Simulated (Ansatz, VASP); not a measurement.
**Ru: VASP beside Ansatz**

```xyz
1
Lattice="0.0000 1.9058 1.9058 1.9058 0.0000 1.9058 1.9058 1.9058 0.0000" Properties=species:S:1:pos:R:3 pbc="T T T"
Ru    0.0000    0.0000    0.0000
```

Alike in both runs: functional PBE; k mesh 18 × 18 × 18; occupations fermi-dirac, width 0.1 eV; no spin polarisation.

Ansatz relaxed the structure, and its values are those at the end. VASP's run is a single point on that final structure, the one shown.

|  | VASP | Ansatz |
| --- | --- | --- |
| version | VASP 6.6.1 | Ansatz 0.2.0 |
| potentials or method | VASP PAW PBE potentials, release 64 (Ru_pv) | PAW with Ansatz's default frozen-core files, scalar-relativistic |
| plane-wave cutoff (eV) | 520 | 420 |
| valence electrons in the cell | 14 | 16 |

|  | VASP | Ansatz | Ansatz less VASP |
| --- | --- | --- | --- |
| pressure (GPa) | -0.1 | 0.0 | +0.10 |

The two sets of potentials don't hold the same shells in valence.
